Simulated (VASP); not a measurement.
A run of VASP 6.6.1:

The input POSCAR:

```
Al2Cu
1.0
   -2.0255537738      2.0255537738      2.8645766915
    2.0255537738     -2.0255537738      2.8645766915
    2.0255537738      2.0255537738     -2.8645766915
Al Cu
2 1
Direct
    0.7500000000      0.2500000000      0.5000000000
    0.2500000000      0.7500000000      0.5000000000
    0.5000000000      0.5000000000      0.0000000000
```

INCAR.step1

```
SYSTEM = Al2Cu
  ALGO = Normal
  EDIFF = 1E-4
  ENCUT = 520
  GGA = PE
  ISMEAR = -1
  LASPH = .TRUE.
  LCHARG = .FALSE.
  LREAL = .FALSE.
  LWAVE = .TRUE.
  NBANDS = 16
  NELM = 100
  PREC = Accurate
  SIGMA = 0.05
```

File INCAR.step2:

```
SYSTEM = Al2Cu
  ALGO = Normal
  EDIFF = 1E-7
  ENCUT = 520
  ISIF = 2
  ISMEAR = -1
  ISTART = 1
  LASPH = .TRUE.
  LCHARG = .TRUE.
  LELF = .TRUE.
  LMIXTAU = .TRUE.
  LREAL = .FALSE.
  LVHAR = .TRUE.
  LWAVE = .FALSE.
  METAGGA = R2SCAN
  NBANDS = 16
  NELM = 100
  PREC = Accurate
  SIGMA = 0.05
```

The input KPOINTS:

```
k-points
0
G
  13 13 13
  0 0 0
```

Potentials or basis: VASP PAW PBE potentials, release 64 (Al, Cu).

Command:

```sh
$ cat potpaw_PBE.64/Al/POTCAR potpaw_PBE.64/Cu/POTCAR > POTCAR
$ cp INCAR.step1 INCAR
$ mpirun -np 1 vasp_std > vasp.out
$ cp INCAR.step2 INCAR
$ mpirun -np 1 vasp_std > vasp.out
```

Hardware: 1 thread of Intel(R) Xeon(R) 6975P-C (Granite Rapids), with other jobs on the host.

Q: How long does it take, and how much memory?

A: It took 2.3 min on 1 thread of Intel(R) Xeon(R) 6975P-C (Granite Rapids) (shared host), peak memory 0.21 GiB. Counts: scf iterations 13, k points 84.
